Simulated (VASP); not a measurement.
Computed with PBE GGA, VASP's PBE PAW potentials (set 64) (plane waves; VASP).

Input for VASP

### INCAR
```
ALGO  =  Normal
EDIFF  =  1E-6
EDIFFG  =  -0.01
ENCUT  =  480
GGA  =  PE
IBRION  =  2
ISIF  =  3
ISMEAR  =  0
LASPH  =  .TRUE.
LCHARG  =  .FALSE.
LMAXMIX  =  4
LREAL  =  .FALSE.
LWAVE  =  .FALSE.
NELM  =  100
NSW  =  60
PREC  =  Accurate
SIGMA  =  0.05
SYSTEM  =  CsBr
```

File POSCAR:
```
CsBr
1
    4.2900000000     0.0000000000     0.0000000000
    0.0000000000     4.2900000000     0.0000000000
    0.0000000000     0.0000000000     4.2900000000
Cs Br
1 1
Direct
  0.0000000000   0.0000000000   0.0000000000
  0.5000000000   0.5000000000   0.5000000000
```

### KPOINTS
```
Automatic
0
Gamma
 6 6 6
0 0 0
```

POTCAR, in this order: Cs_sv Br (PBE.64 set). Program: vasp_std.

Output of the run:

File OSZICAR:
```
       N       E                     dE             d eps       ncg     rms          rms(c)
DAV:   1     0.895114289383E+02    0.89511E+02   -0.63103E+03   480   0.105E+03
DAV:   2     0.214378794170E-01   -0.89490E+02   -0.82481E+02   740   0.177E+02
DAV:   3    -0.621432132149E+01   -0.62358E+01   -0.62206E+01   588   0.529E+01
DAV:   4    -0.626900937384E+01   -0.54688E-01   -0.54658E-01   572   0.605E+00
DAV:   5    -0.626946528995E+01   -0.45592E-03   -0.45587E-03   580   0.535E-01    0.180E+00
DAV:   6    -0.603993871221E+01    0.22953E+00   -0.35218E-01   540   0.307E+00    0.111E+00
DAV:   7    -0.600282258009E+01    0.37116E-01   -0.18095E-01   608   0.223E+00    0.584E-01
DAV:   8    -0.600555089422E+01   -0.27283E-02   -0.11194E-02   564   0.765E-01    0.910E-02
DAV:   9    -0.600591474706E+01   -0.36385E-03   -0.19660E-03   560   0.284E-01    0.758E-02
DAV:  10    -0.600597857648E+01   -0.63829E-04   -0.12929E-04   548   0.956E-02    0.133E-02
DAV:  11    -0.600598479776E+01   -0.62213E-05   -0.31369E-05   580   0.371E-02    0.437E-03
DAV:  12    -0.600598467026E+01    0.12750E-06   -0.53886E-06   564   0.154E-02
   1 F= -.60059847E+01 E0= -.60059847E+01  d E =-.600598E+01
       N       E                     dE             d eps       ncg     rms          rms(c)
DAV:   1    -0.614857394305E+01   -0.14259E+00   -0.24388E+00   480   0.987E+00    0.162E+00
DAV:   2    -0.604460563811E+01    0.10397E+00   -0.15334E-01   496   0.230E+00    0.659E-01
DAV:   3    -0.602044959458E+01    0.24156E-01   -0.74225E-02   480   0.161E+00    0.259E-01
DAV:   4    -0.601982467263E+01    0.62492E-03   -0.24843E-03   508   0.322E-01    0.792E-02
DAV:   5    -0.601980858000E+01    0.16093E-04   -0.18439E-04   540   0.902E-02    0.422E-02
DAV:   6    -0.601981102034E+01   -0.24403E-05   -0.14817E-05   540   0.315E-02    0.977E-03
DAV:   7    -0.601981058714E+01    0.43320E-06   -0.16050E-06   472   0.709E-03
   2 F= -.60198106E+01 E0= -.60198106E+01  d E =-.138259E-01
       N       E                     dE             d eps       ncg     rms          rms(c)
DAV:   1    -0.611901759816E+01   -0.99207E-01   -0.18015E+00   480   0.846E+00    0.139E+00
DAV:   2    -0.604180392670E+01    0.77214E-01   -0.11530E-01   496   0.198E+00    0.563E-01
DAV:   3    -0.602414249085E+01    0.17661E-01   -0.54260E-02   480   0.136E+00    0.220E-01
DAV:   4    -0.602365194917E+01    0.49054E-03   -0.18997E-03   504   0.280E-01    0.672E-02
DAV:   5    -0.602364028697E+01    0.11662E-04   -0.14039E-04   512   0.773E-02    0.363E-02
DAV:   6    -0.602364129839E+01   -0.10114E-05   -0.10857E-05   544   0.270E-02    0.817E-03
DAV:   7    -0.602364097902E+01    0.31937E-06   -0.14060E-06   424   0.634E-03
   3 F= -.60236410E+01 E0= -.60236410E+01  d E =-.176563E-01
```

File OUTCAR:
```
------------------------ aborting loop because EDIFF is reached ----------------------------------------
  FORCE on cell =-STRESS in cart. coord.  units (eV):
  Direction    XX          YY          ZZ          XY          YZ          ZX
  --------------------------------------------------------------------------------------
  Total        0.0086347      0.0086347      0.0086347     -0.0000000      0.0000000      0.0000000
  in kB        0.1635405      0.1635405      0.1635405     -0.0000000      0.0000000      0.0000000
  external PRESSURE =       0.1635405 kB  Pullay stress =       0.0000000 kB
  volume of cell :       84.59
      direct lattice vectors                 reciprocal lattice vectors
     4.389793013 -0.000000000 -0.000000000     0.227801174 -0.000000000  0.000000000
     0.000000000  4.389793013 -0.000000000     0.000000000  0.227801174  0.000000000
    -0.000000000 -0.000000000  4.389793013     0.000000000  0.000000000  0.227801174
 POSITION                                       TOTAL-FORCE (eV/Angst)
 -----------------------------------------------------------------------------------
      0.00000      0.00000      0.00000        -0.000000      0.000000      0.000000
      2.19490      2.19490      2.19490         0.000000     -0.000000      0.000000
 -----------------------------------------------------------------------------------
    total drift:                                0.000000      0.000000     -0.000000
  FREE ENERGIE OF THE ION-ELECTRON SYSTEM (eV)
  ---------------------------------------------------
  free  energy   TOTEN  =        -6.0236409790 eV

  energy  without entropy=       -6.0236409790  energy(sigma->0) =       -6.02364098

 reached required accuracy - stopping structural energy minimisation
```
(Selected blocks of OUTCAR.)

**CONTCAR**
```
CsBr
   1.00000000000000
     4.3897930130302791   -0.0000000000000000   -0.0000000000000000
     0.0000000000000000    4.3897930130302791   -0.0000000000000000
    -0.0000000000000000   -0.0000000000000000    4.3897930130302791
  Cs              Br
     1     1
Direct
     0.0000000000000000    0.0000000000000000    0.0000000000000000
     0.5000000000000000    0.5000000000000000    0.5000000000000000
```

File OUTCAR:
```
 val. band max:       -0.6282416524   @ k =   0.5000   0.5000   0.0000

 cond. band min:       3.6139570070   @ k =   0.0000   0.0000   0.0000


 Fermi energy:        -0.3260897928

 k-point     1 :       0.0000    0.0000    0.0000
  band No.  band energies     occupation
      1     -20.5255      2.00000
      2     -12.9212      2.00000
      3      -7.1470      2.00000
      4      -7.1470      2.00000
      5      -7.1470      2.00000
      6      -0.6519      2.00000
      7      -0.6519      2.00000
      8      -0.6519      2.00000
      9       3.6140      0.00000
     10       4.3374      0.00000
     11       4.3374      0.00000
     12       8.2529      0.00000

 k-point     2 :       0.1667    0.0000    0.0000
  band No.  band energies     occupation
      1     -20.5158      2.00000
      2     -12.9216      2.00000
      3      -7.2374      2.00000
      4      -7.1273      2.00000
      5      -7.1273      2.00000
      6      -1.0123      2.00000
      7      -0.6899      2.00000
      8      -0.6899      2.00000
      9       4.2168      0.00000
     10       4.5027      0.00000
     11       4.8803      0.00000
     12       8.1088      0.00000

 k-point     3 :       0.3333    0.0000    0.0000
  band No.  band energies     occupation
      1     -20.4963      2.00000
      2     -12.9234      2.00000
      3      -7.4042      2.00000
      4      -7.0871      2.00000
      5      -7.0871      2.00000
      6      -1.5823      2.00000
      7      -0.7687      2.00000
      8      -0.7687      2.00000
      9       4.9358      0.00000
     10       5.4862      0.00000
     11       6.0897      0.00000
     12       7.9661      0.00000

 k-point     4 :       0.5000    0.0000    0.0000
  band No.  band energies     occupation
      1     -20.4864      2.00000
      2     -12.9249      2.00000
      3      -7.4813      2.00000
      4      -7.0666      2.00000
      5      -7.0666      2.00000
      6      -1.8222      2.00000
...
```

Energy and stress use the plane-wave basis of the starting cell. Unless said otherwise, spin-orbit coupling is left out, though it shifts the bands of the heavy elements here.

The compound is CsBr in the CsCl type structure. This run relaxes it. Symmetry was kept, so distortions that lower it aren't found.
